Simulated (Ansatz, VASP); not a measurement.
## Sr: VASP beside Ansatz

```
CELL_PARAMETERS angstrom
4.31000 0.00000 0.00000
-2.15500 3.73257 0.00000
0.00000 0.00000 7.05000
ATOMIC_POSITIONS crystal
Sr 0.66667 0.33333 0.75000
Sr 0.33333 0.66667 0.25000
```

This isn't the form of Sr at room conditions, which is fcc.

Alike in both runs: task single point; functional LDA; k mesh 7 × 7 × 4; occupations gaussian, width 0.02 eV; no spin polarisation.

|  | VASP | Ansatz |
| --- | --- | --- |
| version | VASP 6.6.1 | Ansatz 0.2.0 |
| potentials or method | VASP PAW LDA potentials, release 64 (Sr_sv) | Ansatz PAW |
| plane-wave cutoff (eV) | 520 | 420 |
| valence electrons in the cell | 20 | 20 |

Ansatz gave:

| Item | Value |
| --- | --- |
| gap on the k mesh at the Fermi level (eV) | none |
| pressure (GPa) | -1.5 |
| largest component of the traceless stress (GPa) | 0.32 |

Question: Estimate VASP's values.

Answer: gap on the k mesh at the Fermi level (eV): none; pressure (GPa): -1.5; largest component of the traceless stress (GPa): 0.26.

A gap of «none» marks a metal or a gap that the smearing closes.

Caveats: the PAW data sets come from PBE, with cores solved anew for the run's functional, which leaves a small shift of forces and pressure (Ansatz).
